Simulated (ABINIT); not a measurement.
# Ti (Im-3m) in ABINIT: notebook

One crystal, Ti, is run at these levels: LDA; tasks: single point, relaxation of cell and atoms.

Program: ABINIT 10.8.3 (patched build). These are calculated values, not measurements. Logs are shortened: lines on timing, memory, paths and dates and some standing lists are left out, and cuts for length are marked. The log counts tension as positive stress, the text compression.

### Step 1. The crystal as given

Symmetry: Im-3m, No. 229, cubic system. The conventional cell has a = 3.282 Å, b = 3.282 Å, c = 3.282 Å, α = 90.00°, β = 90.00°, γ = 90.00°. Ti (site symmetry m-3m) has 8 Ti at 2.84 Å as nearest neighbours.

This isn't the form of Ti at room conditions, which is hcp.

### Step 2. Single point, LDA

The input, run.abi:

```
pp_dirpath "./"
pseudos "Ti.hgh"

acell 3*1.0
rprim
    -3.1010405705     3.1010405705     3.1010405705
     3.1010405705    -3.1010405705     3.1010405705
     3.1010405705     3.1010405705    -3.1010405705
ntypat 1
znucl 22
natom 1
typat 1
xred
     0.0000000000     0.0000000000     0.0000000000

ecut 32.0

kptopt 1
ngkpt 8 8 8
nshiftk 1
shiftk 0.0 0.0 0.0

ixc 7

nband 6
occopt 3
tsmear 0.00183747

nstep 100
tolvrs 1.0e-10

iomode 3
prtwf 0
prtden 0
prteig 0
prtebands 0
enunit 1
```

Potentials or basis: HGH LDA.

Command:

```console
$ abinit run.abi > log 2>&1
```

run.abo:

```text
.Version 10.8.3 of ABINIT
 Symmetries : space group Im -3 m (#229); Bravais cI (body-center cubic)
================================================================================
 Values of the parameters that define the memory need of the present run
     intxc =       0    ionmov =       0      iscf =       7    lmnmax =       6
     lnmax =       6     mgfft =      30  mpssoang =       3    mqgrid =    3001
     natom =       1  nloc_mem =       1    nspden =       1   nspinor =       1
    nsppol =       1      nsym =      48    n1xccc =       0    ntypat =       1
    occopt =       3   xclevel =       1
       mpw =        1044          nfft =       27000          nkpt =          29
================================================================================
================================================================================

--------------------------------------------------------------------------------
------------- Echo of variables that govern the present computation ------------
--------------------------------------------------------------------------------
 -outvars: echo values of preprocessed input variables --------
            acell      1.0000000000E+00  1.0000000000E+00  1.0000000000E+00 Bohr
              amu      4.78800000E+01
             ecut      3.20000000E+01 Hartree
           enunit           1
              ixc           7
         kptrlatt        8    0    0      0    8    0      0    0    8
          kptrlen      4.29692786E+01
            natom           1
            nband           6
            ngfft          30      30      30
             nkpt          29
            nstep         100
             nsym          48
           ntypat           1
           occopt           3
           prtden           0
        prtebands           0
           prteig           0
            prtwf           0
            rprim     -3.1010405705E+00  3.1010405705E+00  3.1010405705E+00
                       3.1010405705E+00 -3.1010405705E+00  3.1010405705E+00
                       3.1010405705E+00  3.1010405705E+00 -3.1010405705E+00
          spgroup         229
           tolvrs      1.00000000E-10
           tsmear      1.83747000E-03 Hartree
            typat      1
            znucl       22.00000

================================================================================

 chkinp: Checking input parameters for consistency.

================================================================================
== DATASET  1 ==================================================================

--- !DatasetInfo
iteration_state: {dtset: 1, }
dimensions: {natom: 1, nkpt: 29, mband: 6, nsppol: 1, nspinor: 1, nspden: 1, mpw: 1044, }
cutoff_energies: {ecut:  32.0, pawecutdg:  -1.0, }
electrons: {nelect:   4.00000000E+00, charge:   0.00000000E+00, occopt:   3.00000000E+00, tsmear:   1.83747000E-03, }
meta: {optdriver: 0, ionmov: 0, optcell: 0, iscf: 7, paral_kgb: 0, }
...

 Exchange-correlation functional for the present dataset will be:
  LDA: Perdew-Wang 92 LSD fit to Ceperley-Alder data - ixc=7
  J.P.Perdew and Y.Wang, PRB 45, 13244 (1992)

 Real(R)+Recip(G) space primitive vectors, cartesian coordinates (Bohr,Bohr^-1):
 R(1)= -3.1010406  3.1010406  3.1010406  G(1)=  0.0000000  0.1612362  0.1612362
 R(2)=  3.1010406 -3.1010406  3.1010406  G(2)=  0.1612362  0.0000000  0.1612362
 R(3)=  3.1010406  3.1010406 -3.1010406  G(3)=  0.1612362  0.1612362  0.0000000
 Unit cell volume ucvol=  1.1928404E+02 bohr^3
 Angles (23,13,12)=  1.09471221E+02  1.09471221E+02  1.09471221E+02 degrees

 getcut: wavevector=  0.0000  0.0000  0.0000  ngfft=  30  30  30
         ecut(hartree)=     32.000   => boxcut(ratio)=   2.19338

--- Pseudopotential description ------------------------------------------------
- pspini: atom type   1  psp file is ./Ti.hgh
    3    1    2    0      2001   0.00000      pspcod,pspxc,lmax,lloc,mmax,r2well

 pspatm : COMMENT -
  the projectors are not normalized,
  so that the KB energies are not consistent with
  definition in PRB44, 8503 (1991).
  However, this does not influence the results obtained hereafter.

   5.21152522E+01                                ecore*ucvol(ha*bohr**3)
--------------------------------------------------------------------------------

================================================================================

--- !BeginCycle
iteration_state: {dtset: 1, }
solver: {iscf: 7, nstep: 100, nline: 4, wfoptalg: 0, }
tolerances: {tolvrs: 1.00E-10, }
...

     iter   Etot(hartree)      deltaE(h)  residm     vres2
 ETOT  1  -3.4708790502850    -3.471E+00 1.652E-01 1.888E+02
 ETOT  2  -3.5374769079862    -6.660E-02 2.320E-03 3.151E+01
 ETOT  3  -3.5472175853747    -9.741E-03 1.746E-03 4.697E-02
 ETOT  4  -3.5472259524372    -8.367E-06 4.117E-04 1.061E-03
 ETOT  5  -3.5472262508311    -2.984E-07 1.765E-04 8.312E-06
 ETOT  6  -3.5472262539319    -3.101E-09 4.333E-05 2.320E-07
 ETOT  7  -3.5472262540135    -8.156E-11 1.843E-05 3.542E-09
 ETOT  8  -3.5472262540148    -1.296E-12 4.550E-06 1.373E-11

 At SCF step    8       vres2   =  1.37E-11 < tolvrs=  1.00E-10 =>converged.

 Cartesian components of stress tensor (hartree/bohr^3)
  sigma(1 1)=  4.90589274E-04  sigma(3 2)=  0.00000000E+00
  sigma(2 2)=  4.90589274E-04  sigma(3 1)=  0.00000000E+00
  sigma(3 3)=  4.90589274E-04  sigma(2 1)=  0.00000000E+00

--- !ResultsGS
iteration_state: {dtset: 1, }
comment   : Summary of ground state results
lattice_vectors:
- [ -3.1010406,   3.1010406,   3.1010406, ]
- [  3.1010406,  -3.1010406,   3.1010406, ]
- [  3.1010406,   3.1010406,  -3.1010406, ]
lattice_lengths: [   5.37116,    5.37116,    5.37116, ]
lattice_angles: [109.471, 109.471, 109.471, ] # degrees, (23, 13, 12)
lattice_volume:   1.1928404E+02
convergence: {deltae: -1.296E-12, res2:  1.373E-11, residm:  4.550E-06, diffor: null, }
etotal    :  -3.54722625E+00
entropy   :   0.00000000E+00
fermie    :   1.65692018E-01
cartesian_stress_tensor: # hartree/bohr^3
- [  4.90589274E-04,   0.00000000E+00,   0.00000000E+00, ]
- [  0.00000000E+00,   4.90589274E-04,   0.00000000E+00, ]
- [  0.00000000E+00,   0.00000000E+00,   4.90589274E-04, ]
pressure_GPa:  -1.4434E+01
xred      :
- [  0.0000E+00,   0.0000E+00,   0.0000E+00, Ti]
cartesian_forces: # hartree/bohr
- [ -0.00000000E+00,  -0.00000000E+00,  -0.00000000E+00, ]
force_length_stats: {min:   0.00000000E+00, max:   0.00000000E+00, mean:   0.00000000E+00, }
...

 Integrated electronic density in atomic spheres:
 ------------------------------------------------
 Atom  Sphere_radius  Integrated_density
    1        2.00000          1.79982452
================================================================================

 ----iterations are completed or convergence reached----

 Mean square residual over all n,k,spin=   28.126E-09; max=  45.502E-07
 reduced coordinates (array xred) for    1 atoms
       0.000000000000      0.000000000000      0.000000000000
 rms dE/dt=  0.0000E+00; max dE/dt=  0.0000E+00; dE/dt below (all hartree)
    1       0.000000000000      0.000000000000      0.000000000000

 cartesian coordinates (angstrom) at end:
    1      0.00000000000000     0.00000000000000     0.00000000000000

 cartesian forces (hartree/bohr) at end:
    1     -0.00000000000000    -0.00000000000000    -0.00000000000000
 frms,max,avg= 0.0000000E+00 0.0000000E+00   0.000E+00  0.000E+00  0.000E+00 h/b

 cartesian forces (eV/Angstrom) at end:
    1     -0.00000000000000    -0.00000000000000    -0.00000000000000
 frms,max,avg= 0.0000000E+00 0.0000000E+00   0.000E+00  0.000E+00  0.000E+00 e/A
 length scales=  1.000000000000  1.000000000000  1.000000000000 bohr
              =  0.529177210544  0.529177210544  0.529177210544 angstroms
 Fermi (or HOMO) energy (eV) =   4.50871   Average Vxc (eV)=  -9.84666
 Eigenvalues (   eV  ) for nkpt=  29  k points:
 kpt#   1, nband=  6, wtk=  0.00195, kpt=  0.0000  0.0000  0.0000 (reduced coord)
  -1.47121    5.44591    5.44591    5.44591    7.26464    7.26464
 prteigrs : prtvol=0 or 1, do not print more k-points.

--- !EnergyTerms
iteration_state     : {dtset: 1, }
comment             : Components of total free energy in Hartree
kinetic             :  5.91782147157388E+00
hartree             :  1.11932069593376E-01
xc                  : -1.19826356359448E+00
Ewald energy        : -4.69420940071332E+00
psp_core            :  4.36900466346668E-01
local_psp           : -9.28027085253176E-01
non_local_psp       : -3.19265068994260E+00
internal            : -3.54649673198965E+00
'-kT*entropy'       : -7.29522025138443E-04
total_energy        : -3.54722625401478E+00
total_energy_eV     : -9.65249436998806E+01
band_energy         :  4.57914261802878E-01
...

 Cartesian components of stress tensor (hartree/bohr^3)
  sigma(1 1)=  4.90589274E-04  sigma(3 2)=  0.00000000E+00
  sigma(2 2)=  4.90589274E-04  sigma(3 1)=  0.00000000E+00
  sigma(3 3)=  4.90589274E-04  sigma(2 1)=  0.00000000E+00

-Cartesian components of stress tensor (GPa)         [Pressure= -1.4434E+01 GPa]
- sigma(1 1)=  1.44336347E+01  sigma(3 2)=  0.00000000E+00
- sigma(2 2)=  1.44336347E+01  sigma(3 1)=  0.00000000E+00
- sigma(3 3)=  1.44336347E+01  sigma(2 1)=  0.00000000E+00

== END DATASET(S) ==============================================================
================================================================================

 -outvars: echo values of variables after computation  --------
            acell      1.0000000000E+00  1.0000000000E+00  1.0000000000E+00 Bohr
           etotal     -3.5472262540E+00
            fcart     -0.0000000000E+00 -0.0000000000E+00 -0.0000000000E+00
            rprim     -3.1010405705E+00  3.1010405705E+00  3.1010405705E+00
                       3.1010405705E+00 -3.1010405705E+00  3.1010405705E+00
                       3.1010405705E+00  3.1010405705E+00 -3.1010405705E+00
           strten      4.9058927354E-04  4.9058927354E-04  4.9058927354E-04
                       0.0000000000E+00  0.0000000000E+00  0.0000000000E+00
 Calculation completed.
```

Run time: 4.3 s. Hardware: 1 thread of Arm Neoverse V1, shared host; peak memory 0.06 GiB.

What came out:

| Property | Result |
| --- | --- |
| Free energy | -96.5249 eV |
| Band gap on the k mesh | none (metal or under the smearing width) |
| Valence electrons inside the program's atomic spheres | Ti 1.80 (radii [1.0584] Å) |

Caveat: the cutoff is too short for stress, so the log's stress isn't used; HGH potentials are hard and often keep d shells in the core, so these values are rough.

### Step 3. Relaxation of cell and atoms, LDA

The input, run.abi:

```
# Pseudopotentials
pp_dirpath "./"
pseudos "Ti.LDA_PW-JTH.xml"

# Structure
acell 5.3711598245 5.3711598245 5.3711598245
rprim
    -0.5773502692     0.5773502692     0.5773502692
     0.5773502692    -0.5773502692     0.5773502692
     0.5773502692     0.5773502692    -0.5773502692
ntypat 1
znucl 22
natom 1
typat 1
chkprim 0
chksymtnons 0
tolsym 1.0e-6
xred
            0.0            0.0            0.0

# Plane-wave basis
ecut 15.0
pawecutdg 30.0
ecutsm 0.5

# k points
kptopt 1
ngkpt 8 8 8
nshiftk 1
shiftk 0.0 0.0 0.0

# Exchange and correlation
ixc 7

# Bands and occupations
nband 10
occopt 3
tsmear 0.00183747

# SCF cycle
nstep 80
tolvrs 1.0e-10

# Output
iomode 3
prteig 0
prtebands 0
prtwf 0
prtden 0

# Relaxation
ionmov 2
optcell 2
ntime 50
tolmxf 2.0e-5
dilatmx 1.08
```

Potentials or basis: JTH PAW LDA v2.0.

Command:

```console
$ abinit run.abi > log 2>&1
```

Wall time 18 s (1 thread of Arm Neoverse V1, shared host); peak memory 0.08 GiB.

The run converged. Its results:

| Quantity | Value |
| --- | --- |
| Free energy | -1597.9724 eV |
| Relaxed volume | 15.94 Å³/atom |
| Relaxed cell | a = 2.746 Å, b = 2.746 Å, c = 2.746 Å, α = 109.47°, β = 109.47°, γ = 109.47° |
| Space group after relaxing (to 0.05 Å) | Im-3m (No. 229) |
| Energy gained by relaxing | 62.0 meV/atom |
| Ionic steps | 5 |
| Pressure after relaxing | 0.0 GPa |
| Band gap on the k mesh | none (metal or under the smearing width) |

The path:
| step | energy change (eV) | largest force (eV/Å) | pressure (GPa) | volume (Å³) |
| --- | --- | --- | --- | --- |
| 1 | 0.0000 | 0.0000 | -10.61 | 17.68 |
| 2 | -0.0325 | 0.0000 | -7.67 | 17.11 |
| 3 | -0.0617 | 0.0000 | 0.85 | 15.83 |
| 4 | -0.0620 | 0.0000 | -0.05 | 15.95 |
| 5 | -0.0620 | 0.0000 | 0.00 | 15.94 |

Final structure:
```
CELL_PARAMETERS angstrom
-1.58543 1.58543 1.58543
1.58543 -1.58543 1.58543
1.58543 1.58543 -1.58543
ATOMIC_POSITIONS crystal
Ti 0.00000 0.00000 0.00000
```

LDA usually gives volumes a few per cent too small. Zero-point motion and thermal expansion aren't in these numbers.
